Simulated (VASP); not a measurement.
# SnSe in VASP: further runs

Runs on SnSe. Level: PBE+D3(BJ). Tasks: single point.

Everything below comes from runs of VASP 6.6.1. Logs are shortened: lines on timing, memory, paths and dates and some standing lists are left out, and cuts for length are marked.

### Step 1. The cell of the first run

The cell holds a slab with vacuum, 4 atoms: a = 4.767 Å, b = 4.767 Å, c = 10.991 Å, α = 90.00°, β = 90.00°, γ = 90.00°.

### Step 2. Single point, PBE+D3(BJ) (strain +0.1125 x Voigt [1, 1, 0, 0, 0, 0], atoms carried along)

The input, INCAR:

```
PREC = Accurate
ENCUT = 520
EDIFF = 1E-7
ISMEAR = 0
SIGMA = 0.05
LREAL = F
LASPH = T
NELM = 100
ALGO = Fast
ISIF = 2
LWAVE = F
LCHARG = F
GGA = PE
IVDW = 12
NBANDS = 28
```

The input, KPOINTS:

```
regular mesh
0
Gamma
  6 6 4
```

The input, POSCAR:

```
SnSe
1.0
    4.7674267537      0.0000000000      0.0000000000
    0.0000000000      4.7674267537      0.0000000000
    0.0000000000      0.0000000000     10.9906921300
Sn Se
2 2
Direct
    0.5000000000      0.0000000000      0.3722291100
    0.0000000000      0.5000000000      0.6277708900
    0.5000000000      0.0000000000      0.6160394900
    0.0000000000      0.5000000000      0.3839605100
```

Potentials or basis: VASP PAW PBE potentials, release 64 (Sn_d, Se).

Command:

```bash
$ cat potpaw_PBE.64/Sn_d/POTCAR potpaw_PBE.64/Se/POTCAR > POTCAR
$ mpirun -np 1 vasp_std > vasp.out
```

OUTCAR:

```text
PREC = Accurate
   ENCUT = 520
   EDIFF = 1E-7
   ISMEAR = 0
   LREAL = F
   LASPH = T
   NELM = 100
   ISIF = 2
   GGA = PE
   IVDW = 12
 IVDW          = 12

 ion  position               nearest neighbor table
   1  0.500  0.000  0.372-   3 2.68
   2  0.000  0.500  0.628-   4 2.68
   3  0.500  0.000  0.616-   1 2.68
   4  0.000  0.500  0.384-   2 2.68

  LATTYP: Found a simple tetragonal cell.
 ALAT       =     4.7674267537
 C/A-ratio  =     2.3053719958

  Lattice vectors:

 A1 = (   4.7674267537,   0.0000000000,   0.0000000000)
 A2 = (   0.0000000000,   4.7674267537,   0.0000000000)
 A3 = (   0.0000000000,   0.0000000000,  10.9906921300)

Analysis of symmetry for initial positions (statically):
=====================================================================
 Subroutine PRICEL returns:
 Original cell was already a primitive cell.

 Routine SETGRP: Setting up the symmetry group for a
 simple tetragonal supercell.

 Subroutine GETGRP returns: Found 16 space group operations
 (whereof  8 operations were pure point group operations)
 out of a pool of 16 trial point group operations.

The static configuration has the point symmetry D_2d.
 The point group associated with its full space group is D_4h.

Analysis of symmetry for dynamics (positions and initial velocities):
=====================================================================
 Subroutine PRICEL returns:
 Original cell was already a primitive cell.

 Routine SETGRP: Setting up the symmetry group for a
 simple tetragonal supercell.

 Subroutine GETGRP returns: Found 16 space group operations
 (whereof  8 operations were pure point group operations)
 out of a pool of 16 trial point group operations.

The dynamic configuration has the point symmetry D_2d.
 The point group associated with its full space group is D_4h.

 Subroutine INISYM returns: Found 16 space group operations
 (whereof  8 operations are pure point group operations),
 and found     1 'primitive' translations

----------------------------------------------------------------------------------------

                                     Primitive cell

  volume of cell :     249.8004

  direct lattice vectors                    reciprocal lattice vectors
     4.767426754  0.000000000  0.000000000     0.209756762  0.000000000  0.000000000
     0.000000000  4.767426754  0.000000000     0.000000000  0.209756762  0.000000000
[... 89 lines left out ...]
   EDIFF  = 0.1E-06   stopping-criterion for ELM
   LREAL  =      F    real-space projection
   EDIFFG = 0.1E-05   stopping-criterion for IOM
   NSW    =      0    number of steps for IOM
   IBRION =     -1    ionic relax: 0-MD 1-quasi-New 2-CG
   NFREE  =      0    steps in history (QN), initial steepest desc. (CG)
   ISIF   =      2    stress and relaxation
   ISYM   =      2    0-nonsym 1-usesym 2-fastsym
   POTIM  = 0.5000    time-step for ionic-motion
   TEBEG  =    0.0;   TEEND  =   0.0 temperature during run
   PSTRESS=    0.0 pullay stress
   NELECT =      40.0000    total number of electrons
   NUPDOWN=      -1.0000    fix difference up-down
   EMIN   =  10.00;   EMAX   =-10.00  energy-range for DOS
   EFERMI =   0.00;   METHOD = LEGACY
   ISMEAR =     0;   SIGMA  =   0.05  broadening in eV -4-tet -1-fermi 0-gaus
   EFERMI_NEDOS =   21; number of points for ismear=-14 and -15
   IALGO  =     68    algorithm
   IMIX   =      4    mixing-type and parameters
     AMIX     =   0.40;   BMIX     =  1.00
     AMIX_MAG =   1.60;   BMIX_MAG =  1.00
  volume/ion in A,a.u.               =      62.45       421.43
  Fermi-wavevector in a.u.,A,eV,Ry     =   0.888991  1.679948 10.752741  0.790304
  Thomas-Fermi vector in A             =   2.010493
   LORBIT       =      0    0 simple, 1 ext, 2 COOP (PROOUT), +10 PAW based schemes
   GGA     = PE    functional components
   LHFCALC =     F    Hartree Fock is set to
   AEXX    =    0.0000 exact exchange contribution
   IVDW    =    12    specifies the selected vdW correction
   LEPSILON=     F    determine dielectric tensor
   LRPA    =     F    only Hartree local field effects (RPA)
 non-spin polarized calculation
 RMM-DIIS sequential band-by-band and
 Gauss-broadening in eV      SIGMA  =   0.05
  energy-cutoff  :      520.00
  volume of cell :      249.80
 maximum number of plane-waves:      6768
 NGX is ok and might be reduce to    36
   NGX = 17   NGY = 17   NGZ = 41

 number of electron      40.0000012 magnetization

 Free energy of the ion-electron system (eV)
  ---------------------------------------------------
  ext. energy  EPLUGINS =         0.00000000
  ---------------------------------------------------
  free energy    TOTEN  =       -15.60368680 eV

  energy without entropy =      -15.60368680  energy(sigma->0) =      -15.60368680

 E-fermi :  -0.6704     XC(G=0):  -5.4922

 val. band max:       -0.9157930844   @ k =   0.3333   0.0000   0.5000
 cond. band min:       0.5803594170   @ k =   0.3333   0.0000   0.5000
 fundamental gap:      1.4961525014
 Fermi energy:        -0.6703719863

 k-point     1 :       0.0000    0.0000    0.0000
  band No.  band energies     occupation
      1     -21.9139      2.00000
      2     -21.9114      2.00000
      3     -21.9047      2.00000
      4     -21.9008      2.00000
      5     -21.8078      2.00000
      6     -21.8078      2.00000
[... 733 lines left out ...]
     27       5.5684      0.00000
     28       5.5684      0.00000

 [... further k-points ...]

------------------------ aborting loop because EDIFF is reached ----------------------------------------

 Edisp (eV)   -0.94627

 E8    (eV) :    -0.4474

  FORCE on cell =-STRESS in cart. coord.  units (eV):
  Direction    XX          YY          ZZ          XY          YZ          ZX
  --------------------------------------------------------------------------------------
  -------------------------------------------------------------------------------------
  Total      -6.32601    -6.32601    -1.79038     0.00000     0.00000     0.00000
  in kB     -40.57397   -40.57397   -11.48317     0.00000     0.00000     0.00000
  external pressure =      -30.88 kB  Pullay stress =        0.00 kB

 VOLUME and BASIS-vectors are now :
 -----------------------------------------------------------------------------
  energy-cutoff  :      520.00
  volume of cell :      249.80
      direct lattice vectors                 reciprocal lattice vectors
     4.767426754  0.000000000  0.000000000     0.209756762  0.000000000  0.000000000
     0.000000000  4.767426754  0.000000000     0.000000000  0.209756762  0.000000000
     0.000000000  0.000000000 10.990692130     0.000000000  0.000000000  0.090986081

 POSITION                                       TOTAL-FORCE (eV/Angst)
 -----------------------------------------------------------------------------------
      2.38371      0.00000      4.09106         0.000000      0.000000      0.480046
      0.00000      2.38371      6.89964         0.000000     -0.000000     -0.480046
      2.38371      0.00000      6.77070         0.000000      0.000000     -0.111700
      0.00000      2.38371      4.21999         0.000000      0.000000      0.111700
 -----------------------------------------------------------------------------------
    total drift:                                0.000000      0.000000      0.000000

  FREE ENERGIE OF THE ION-ELECTRON SYSTEM (eV)
  ---------------------------------------------------
  free  energy   TOTEN  =       -16.5499547402 eV

  energy  without entropy=      -16.5499547402  energy(sigma->0) =      -16.54995474
```

Wall time 2.9 min (1 thread of Intel Xeon Platinum 8375C at 2.90GHz (Ice Lake), shared host); peak memory 0.43 GiB.

What came out:

```
Free energy                : -16.5500 eV
Largest force              : 0.480 eV/Å
Band gap on the k mesh     : 1.50 eV, direct
Dispersion energy per atom : -0.237 eV
```

Forces on the atoms (eV/Å):
```
Sn   0.000  0.000  0.480
Sn   0.000  0.000 -0.480
Se   0.000  0.000 -0.112
Se   0.000  0.000  0.112
```

Caveat: spin-orbit coupling is left out, which moves the levels of the heavy elements.

### Step 3. Single point, PBE+D3(BJ) (strain -0.1500 x Voigt [1, 1, 0, 0, 0, 0], atoms carried along)

The input, INCAR:

```
SYSTEM = SnSe
PREC     = Accurate       ! precision mode
ENCUT    = 520            ! plane-wave cutoff, eV
EDIFF    = 1E-6           ! SCF threshold, eV
ISMEAR   = 0              ! smearing method
SIGMA    = 0.05           ! smearing width, eV
LREAL    = .False.        ! projectors in reciprocal space
LASPH    = .True.         ! aspherical terms in the spheres
NELM     = 100            ! most SCF steps
ALGO     = Fast           ! electronic algorithm
ISIF     = 2              ! what is computed and relaxed
LWAVE    = .False.        ! write WAVECAR
LCHARG   = .False.        ! write CHGCAR
GGA      = PE             ! functional
IVDW     = 12             ! dispersion correction
NBANDS   = 28             ! bands
```

The input, KPOINTS:

```
Automatic mesh
0
Gamma
  6 6 4
  0 0 0
```

Changes to POSCAR since step 2:

```diff
@@ -2,4 +2,4 @@
 1.0
-    4.7674267537      0.0000000000      0.0000000000
-    0.0000000000      4.7674267537      0.0000000000
+    3.6425283062      0.0000000000      0.0000000000
+    0.0000000000      3.6425283062      0.0000000000
     0.0000000000      0.0000000000     10.9906921300
```

Potentials or basis: VASP PAW PBE potentials, release 64 (Sn_d, Se).

Command:

```bash
$ cat potpaw_PBE.64/Sn_d/POTCAR potpaw_PBE.64/Se/POTCAR > POTCAR
$ mpirun -np 1 vasp_std > vasp.out
```

OUTCAR:

```text
SYSTEM = SnSe
   PREC = Accurate
   ENCUT = 520
   EDIFF = 1E-6
   ISMEAR = 0
   LREAL = .False.
   LASPH = .True.
   NELM = 100
   ISIF = 2
   GGA = PE
   IVDW = 12
 IVDW          = 12

 ion  position               nearest neighbor table
   1  0.500  0.000  0.372-   4 2.58   4 2.58   4 2.58   4 2.58   3 2.68
   2  0.000  0.500  0.628-   3 2.58   3 2.58   3 2.58   3 2.58   4 2.68
   3  0.500  0.000  0.616-   2 2.58   2 2.58   2 2.58   2 2.58   1 2.68
   4  0.000  0.500  0.384-   1 2.58   1 2.58   1 2.58   1 2.58   2 2.68

  LATTYP: Found a simple tetragonal cell.
 ALAT       =     3.6425283062
 C/A-ratio  =     3.0173251121
[... 951 lines left out ...]
  --------------------------------------------------------------------------------------
  -------------------------------------------------------------------------------------
  Total      24.27605    24.27605     5.27399     0.00000     0.00000     0.00000
  in kB     266.72126   266.72126    57.94544     0.00000     0.00000     0.00000
  external pressure =      197.13 kB  Pullay stress =        0.00 kB

 VOLUME and BASIS-vectors are now :
 -----------------------------------------------------------------------------
  energy-cutoff  :      520.00
  volume of cell :      145.82
      direct lattice vectors                 reciprocal lattice vectors
     3.642528306  0.000000000  0.000000000     0.274534586  0.000000000  0.000000000
     0.000000000  3.642528306  0.000000000     0.000000000  0.274534586  0.000000000
     0.000000000  0.000000000 10.990692130     0.000000000  0.000000000  0.090986081

 POSITION                                       TOTAL-FORCE (eV/Angst)
 -----------------------------------------------------------------------------------
      1.82126      0.00000      4.09106        -0.000000      0.000000     -1.800705
      0.00000      1.82126      6.89964         0.000000      0.000000      1.800705
      1.82126      0.00000      6.77070         0.000000      0.000000      0.177008
      0.00000      1.82126      4.21999         0.000000     -0.000000     -0.177008
 -----------------------------------------------------------------------------------
    total drift:                                0.000000      0.000000      0.000000

  FREE ENERGIE OF THE ION-ELECTRON SYSTEM (eV)
  ---------------------------------------------------
  free  energy   TOTEN  =       -13.7781765138 eV

  energy  without entropy=      -13.7739841670  energy(sigma->0) =      -13.77608034
```

OSZICAR:

```text
N       E                     dE             d eps       ncg     rms          rms(c)
DAV:   1     0.392285104627E+03    0.39229E+03   -0.19423E+04  1756   0.165E+03
DAV:   2     0.420317720539E+02   -0.35025E+03   -0.34021E+03  1780   0.441E+02
DAV:   3    -0.102079129970E+02   -0.52240E+02   -0.51526E+02  2072   0.160E+02
DAV:   4    -0.127377625520E+02   -0.25298E+01   -0.25114E+01  2016   0.365E+01
DAV:   5    -0.128065092451E+02   -0.68747E-01   -0.68727E-01  2352   0.627E+00    0.952E+00
RMM:   6    -0.124844304694E+02    0.32208E+00   -0.33880E-01  2105   0.272E+00    0.547E+00
RMM:   7    -0.124532352042E+02    0.31195E-01   -0.33161E-01  2107   0.225E+00    0.867E-01
RMM:   8    -0.124390693472E+02    0.14166E-01   -0.67195E-02  2170   0.153E+00    0.206E-01
RMM:   9    -0.124374757895E+02    0.15936E-02   -0.92416E-03  2516   0.816E-01    0.157E-01
RMM:  10    -0.124383494276E+02   -0.87364E-03   -0.30933E-03  2587   0.294E-01    0.802E-02
RMM:  11    -0.124391231128E+02   -0.77369E-03   -0.13470E-03  2217   0.191E-01    0.623E-02
RMM:  12    -0.124391891386E+02   -0.66026E-04   -0.27098E-04  2565   0.989E-02    0.450E-02
RMM:  13    -0.124393194008E+02   -0.13026E-03   -0.34515E-04  2343   0.727E-02    0.220E-02
RMM:  14    -0.124393192066E+02    0.19416E-06   -0.46807E-05  2251   0.373E-02    0.144E-02
RMM:  15    -0.124393189431E+02    0.26346E-06   -0.12873E-05  1998   0.187E-02    0.417E-03
RMM:  16    -0.124393189544E+02   -0.11312E-07   -0.51283E-06  1829   0.131E-02
   1 F= -.13778177E+02 E0= -.13776080E+02  d E =-.419235E-02
```

It took 85 s on 1 thread of Intel Xeon Platinum 8375C at 2.90GHz (Ice Lake), shared host; peak memory 0.3 GiB.

What came out:

```
Free energy                : -13.7782 eV
Largest force              : 1.801 eV/Å
Band gap on the k mesh     : none (metal or under the smearing width)
Dispersion energy per atom : -0.335 eV
```

Forces on the atoms (eV/Å):
```
Sn   0.000  0.000 -1.801
Sn   0.000  0.000  1.801
Se   0.000  0.000  0.177
Se   0.000  0.000 -0.177
```

### Step 4. Single point, PBE+D3(BJ) (strain -0.0750 x Voigt [1, 1, 0, 0, 0, 0], atoms carried along)

The input, INCAR:

```
SYSTEM = SnSe
  PREC = Accurate
  ENCUT = 520
  EDIFF = 1E-6
  ISMEAR = 0
  SIGMA = 0.05
  LREAL = .FALSE.
  LASPH = .TRUE.
  NELM = 100
  ALGO = Fast
  ISIF = 2
  LWAVE = .FALSE.
  LCHARG = .TRUE.
  GGA = PE
  IVDW = 12
  LELF = .TRUE.
  LVHAR = .TRUE.
  NBANDS = 28
```

The input, KPOINTS:

```
regular mesh
0
G
  6 6 4
  0 0 0
```

Changes to POSCAR since step 3:

```diff
@@ -2,4 +2,4 @@
 1.0
-    3.6425283062      0.0000000000      0.0000000000
-    0.0000000000      3.6425283062      0.0000000000
+    3.9639278627      0.0000000000      0.0000000000
+    0.0000000000      3.9639278627      0.0000000000
     0.0000000000      0.0000000000     10.9906921300
```

Command:

```bash
$ cat potpaw_PBE.64/Sn_d/POTCAR potpaw_PBE.64/Se/POTCAR > POTCAR
$ mpirun -np 1 vasp_std > vasp.out
```

It took 1.8 min on 1 thread of Intel Xeon Platinum 8375C at 2.90GHz (Ice Lake), shared host; peak memory 0.34 GiB.

Results (log left out):

| Quantity | Value |
| --- | --- |
| Free energy | -16.5865 eV |
| Largest force | 0.621 eV/Å |
| Band gap on the k mesh | 0.73 eV, indirect (least direct gap 1.22 eV) |
| Dispersion energy per atom | -0.282 eV |

Forces in eV/Å, atoms in the order of the input:
```
Sn   0.000  0.000 -0.621
Sn   0.000  0.000  0.621
Se   0.000  0.000  0.388
Se   0.000  0.000 -0.388
```

Levels at points of the mesh, in eV from the valence-band top:
```csv
k point,band 18,band 19,band 20,band 21,band 22,band 23
"(0.00, 0.00, 0.00)",-2.72,-2.72,-0.73,0.91,2.86,3.02
"(0.50, 0.00, 0.00)",-2.14,-0.20,-0.20,1.55,1.55,1.84
"(0.50, 0.50, 0.00)",-4.80,-2.33,-2.33,3.21,3.21,3.86
"(0.00, 0.00, 0.50)",-2.72,-2.72,-0.74,0.76,3.02,4.03
"(0.50, 0.00, 0.50)",-2.14,-0.21,-0.21,1.55,1.55,1.84
"(0.50, 0.50, 0.50)",-4.80,-2.33,-2.33,3.18,3.18,3.89
```

Caveat: spin-orbit coupling is left out, which moves the levels of the heavy elements.

### Step 5. The runs side by side

| cell | further INCAR settings | gap on the mesh (eV) | largest force (eV/Å) |
| --- | --- | --- | --- |
| strain +0.1125 x Voigt [1, 1, 0, 0, 0, 0], atoms carried along | ALGO = Fast; EDIFF = 1e-07; NBANDS = 28 | 1.50 | 0.48 |
| strain -0.1500 x Voigt [1, 1, 0, 0, 0, 0], atoms carried along | ALGO = Fast; EDIFF = 1e-06; NBANDS = 28 | none | 1.80 |
| strain -0.0750 x Voigt [1, 1, 0, 0, 0, 0], atoms carried along | ALGO = Fast; EDIFF = 1e-06; NBANDS = 28 | 0.73 | 0.62 |

Alike in all rows: task single point; level PBE+D3(BJ); potentials or basis VASP PAW PBE potentials, release 64 (Sn_d, Se); no spin polarisation; k mesh 6 × 6 × 4; cutoff (eV) 520; smearing gaussian 0.05 eV.

Caveats: spin-orbit coupling is left out, which moves the levels of the heavy elements (some runs).

Total energies depend on the potentials used, so only differences within one code and one set of settings carry meaning.
